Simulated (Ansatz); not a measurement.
Here is an unrelaxed guess for MnSb.

Space group R-3m:H (No. 166). a = 3.416 Å, b = 3.416 Å, c = 12.467 Å, α = 90.00°, β = 90.00°, γ = 120.00°
```
atom  site  symmetry       x       y       z
  Mn    3b       -3m  0.3333  0.6667  0.1667
  Sb    3a       -3m  0.0000  0.0000  0.0000
```

Computed with DFT PBE, scalar-relativistic, plane waves, PAW (Ansatz). Cutoff 420 eV; k points 6×6×6 on the computed 2-atom cell (Γ-centred); Gaussian smearing, width 0.10 eV; collinear spin from starting moments 4.0 0.0 μB.

Formation energies are uncorrected and refer to the elements' standard structures at the same level.

Task: How far from equilibrium is it?

Result: The pressure is -1.3 GPa (the mean over three directions, positive in compression), the largest force is 0.00 eV/Å (symmetry fixes the atoms), and the energy is +0.31 eV/atom against the elements. The shortest distance is 2.86 Å.

Task: How much does it gain on relaxing, and where does it end?

Result: Relaxing gains about 0.15 eV/atom (the start's value is from the coarse mesh, so the gain is rough) in 13 ionic steps and ends at +0.17 eV/atom on the finer mesh. The symmetry goes from R-3m (No. 166) to Fm-3m (No. 225). The end has the rock salt type. The volume per atom grows by 3.4 %, from 21.0 to 21.7 Å³. The shortest distance goes from 2.86 Å (Mn–Sb) to 2.79 Å (Mn–Sb). Conventional cell: a = 5.579 Å. Around Mn lie 6 Sb at 2.79 Å; Sb has 6 Mn at 2.79 Å.

The last run used collinear spin, a 21×21×21 mesh for its 2-atom cell and Gaussian smearing of 0.10 eV. Spin–orbit coupling, which can matter for Sb, is left out. The magnetic state reached may not be the lowest. The relaxation can't lower the symmetry of the start. A structure relaxed within its symmetry needn't be a true minimum.
